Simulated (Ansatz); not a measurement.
The system is CdS.

```xyz
2
Lattice="0.0000 2.7532 2.7532 2.7532 0.0000 2.7532 2.7532 2.7532 0.0000" Properties=species:S:1:pos:R:3 pbc="T T T"
Cd    0.0000    0.0000    0.0000
S     2.7532    2.7532    2.7532
```

Measurements of this composition are mostly on another form, of space group No. 186.

```yaml
Program: Ansatz 0.2.0
Task: relaxation of cell and atoms
Functional: HSEsol
Potentials_or_basis: Ansatz PAW
Cutoff: "420 eV (not typed: the program's choice for these potentials)"
k_mesh: 4 × 4 × 4
Occupations: fermi-dirac, width 0.05 eV
Spin: no spin polarisation
```

At the start: volume 20.87 Å³/atom.

Task: How do energy, volume and symmetry change on relaxing?

Result: It ends after 5 steps and the volume is 19.68 Å³/atom (-5.7 %); space group Fm-3m (No. 225, to 0.05 Å).

Step by step:
```csv
step,energy change (eV),largest force (eV/Å),volume (Å³)
1,0.0000,0.0000,41.74
2,-0.0216,0.0000,37.81
3,-0.0378,0.0000,39.51
4,-0.0381,0.0000,39.35
5,-0.0364,0.0000,39.35
```

Final structure:
```cif
data_structure
_symmetry_space_group_name_H-M 'P 1'
_symmetry_Int_Tables_number 1
_cell_length_a 3.8180
_cell_length_b 3.8180
_cell_length_c 3.8180
_cell_angle_alpha 60.000
_cell_angle_beta 60.000
_cell_angle_gamma 60.000
_cell_volume 39.35
loop_
_atom_site_label
_atom_site_type_symbol
_atom_site_fract_x
_atom_site_fract_y
_atom_site_fract_z
_atom_site_occupancy
Cd1 Cd 0.00000 0.00000 0.00000 1
S1 S 0.50000 0.50000 0.50000 1
```

Caveat: the k mesh is coarse (spacing up to 0.49 Å⁻¹), so the values aren't converged, least of all with exact exchange; the plane-wave basis is chosen anew once the cell has moved, so the energies of steps on either side of that aren't comparable; the PAW data sets come from PBE, with cores solved anew for the run's functional, which leaves a small shift of forces and pressure.
